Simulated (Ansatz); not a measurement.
**HgSe under changes of volume**

One of the cells (28.067 Å³/atom); the others are scaled copies at fixed shape and fractional positions:

```
Hg Se
1.0
     0.00000    3.03900    3.03900
     3.03900    0.00000    3.03900
     3.03900    3.03900    0.00000
Hg Se
1 1
Direct
  0.00000 0.00000 0.00000
  0.75000 0.75000 0.75000
```

| Quantity | Value |
| --- | --- |
| Program | Ansatz 0.2.0 |
| Functional | PBEsol |
| Potentials or basis | Ansatz PAW |
| Cutoff | 420 eV (not typed: the program's choice for these potentials) |
| k mesh | 8 × 8 × 8 |
| Occupations | fermi-dirac, width 0.05 eV |
| Spin | no spin polarisation |

| volume (Å³/atom) | energy over the lowest point (meV/atom) | pressure (GPa) |
| --- | --- | --- |
| 26.383 | 40.01 | 5.7 |
| 26.944 | 22.72 | 4.2 |
| 27.505 | ? | ? |
| 28.067 | 3.26 | 1.5 |
| 28.628 | 0.00 | 0.4 |
| 29.189 | 0.41 | -0.6 |
| 29.751 | 4.09 | -1.5 |

Task: What does the run at 27.505 Å³/atom give?

Result: Energy over the lowest point 10.67 meV/atom; pressure 2.8 GPa.

Worked out: A Birch-Murnaghan fit of order 3 (a polynomial in V^(-2/3)) to the other rows has its minimum at 28.84 Å³/atom with B0 = V·E''(V) = 51 GPa and B' = 5.1. It gives 10.67 meV/atom at 27.505 Å³/atom, against the run's 10.67, and -dE/dV = 2.8 GPa, against 2.8.

Energies are extrapolated to zero smearing.

Caveats: the PAW data sets come from PBE, with cores solved anew for the run's functional, which leaves a small shift of forces and pressure.
